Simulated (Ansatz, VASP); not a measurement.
## Two plane-wave programs on Ni

```
Ni
1.0
     3.93076    0.00000    0.00000
    -1.96538    3.40414    0.00000
     0.00000    0.00000    2.36405
Ni
3
Direct
  0.00000 0.00000 0.00000
  0.33333 0.66667 0.50000
  0.66667 0.33333 0.50000
```

Alike in both runs: task single point; functional PBEsol; k mesh 10 × 10 × 15; occupations fermi-dirac, width 0.1 eV; no spin polarisation.

|  | VASP | Ansatz |
| --- | --- | --- |
| version | VASP 6.6.1 | Ansatz 0.2.0 |
| potentials or method | VASP PAW PBE potentials, release 64 (Ni) | plane waves (420 eV) with PAW, scalar-relativistic |
| plane-wave cutoff (eV) | 520 | 420 |
| valence electrons in the cell | 30 | 54 |

|  | VASP | Ansatz | Ansatz less VASP |
| --- | --- | --- | --- |
| pressure (GPa) | 0.0 | 0.0 | +0.02 |
| largest component of the traceless stress (GPa) | 0.19 | 0.12 | -0.069 |

The two sets of potentials don't hold the same shells in valence. Ansatz warned: «pseudo_functional_mismatch».

Caveats: the PAW data sets were made with another functional, which shifts forces and pressure a little (VASP); the run has no spin polarisation, though such a crystal can be magnetic. Spin polarisation is off, so any magnetic state and its effect on volume and gap are missing.
